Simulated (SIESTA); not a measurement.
# CaSe in SIESTA: convergence with real-space mesh cutoff

CaSe:

```
Se Ca
1.0
     0.00000    2.95600    2.95600
     2.95600    0.00000    2.95600
     2.95600    2.95600    0.00000
Se Ca
1 1
Cartesian
  2.9114 2.9476 2.9038
  -0.0041 -0.0054 0.0319
```

The cell isn't the ideal one: atoms moved at random, drawn with an rms of 0.05 Å.

```yaml
Program: SIESTA 5.4.2
Task: single point
Functional: PBE
Potentials_or_basis: PseudoDojo 0.4 standard (PBE files)
Basis: DZP (energy shift 0.002 Ry; d shell added on Ca)
Grid_cutoff: 100 Ry
Energy_shift: 0.002 Ry
k_mesh: 6 × 6 × 6
Occupations: fermi-dirac, width 0.05 eV
Spin: no spin polarisation
```

These are the settings of the first run; the series varies real-space mesh cutoff, with any setting tied to it.

Hardware: 1 thread of Arm Neoverse V1 (shared host).

| real-space mesh cutoff | energy less the tightest run, at zero smearing (meV/atom) | pressure (GPa) | largest force (eV/Å) | SCF cycles | CPU time (s) | peak memory (GiB) |
| --- | --- | --- | --- | --- | --- | --- |
| 100 Ry | -162.17 | 3.14 | 0.331 | 7 | 7.6 | 0.15 |
| 150 Ry | -50.44 | 2.02 | 0.316 | 7 | 9.6 | 0.16 |
| 200 Ry | -50.44 | 2.02 | 0.316 | 7 | 9.6 | 0.16 |
| 300 Ry | -18.27 | 1.68 | 0.320 | 7 | 12 | 0.17 |
| 400 Ry | -3.39 | 1.51 | 0.320 | 7 | 20 | 0.22 |
| 500 Ry | -3.39 | 1.51 | 0.320 | 7 | 21 | 0.22 |
| 700 Ry | -0.70 | 1.48 | 0.319 | 7 | 34 | 0.3 |
| 900 Ry | -0.37 | 1.47 | 0.319 | 7 | 40 | 0.34 |
| 1200 Ry | 0.00 | 1.47 | 0.319 | 7 | 55 | 0.43 |

Against the tightest run, the energy stays within 1 meV/atom from 700 Ry on; the pressure stays within 0.1 GPa from 400 Ry on; the largest force stays within 0.005 eV/Å from 150 Ry on. Values are those asked for, which the program may round to a finer grid. The tightest run that finished is the yardstick and may itself not be fully converged.

Caveat, for the tightest run too: semicore shells carry a single zeta, which can move pressures by several GPa and volumes by a few percent; the basis of atomic orbitals isn't converged, which shifts pressures, moduli and gaps.
